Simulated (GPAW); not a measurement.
AlCo3:

```xyz
4
Lattice="3.5749 0.0000 0.0000 0.0000 3.5749 0.0000 0.0000 0.0000 3.5749" Properties=species:S:1:pos:R:3 pbc="T T T"
Co    0.0000    1.7875    1.7875
Co    1.7875    0.0000    1.7875
Co    1.7875    1.7875    0.0000
Al    0.0000    0.0000    0.0000
```

The cell comes from a database or a generator and needn't be the stable form of this composition.

Base run:

```yaml
Program: GPAW 26.7.0
Functional: PBEsol
Potentials_or_basis: PAW data sets generated in the run's folder for this functional
Cutoff: 600 eV
Basis: pw
k_mesh: 8 × 8 × 8
Occupations: fermi-dirac, width 0.05 eV
Spin: collinear spin, ferromagnetic start
Starting_moments: "[2.0, 2.0, 2.0, 0.0] μB"
Hubbard_terms: Co d U = 2 eV
```

Its results: pressure -0.2 GPa; net moment 4.63 μB per cell; site moments Co +1.61; Al -0.06 μB.

Task: The run is repeated on the same cell with these changes: hubbard terms from Co d U = 2 eV to Co d U = 4 eV. What comes out?

Result: Pressure 6.8 GPa; net moment 4.88 μB per cell; site moments Co +1.75; Al -0.08 μB.

Caveats: the U is typed as a test and isn't derived for this compound.

Not every run made on this cell is shown here.
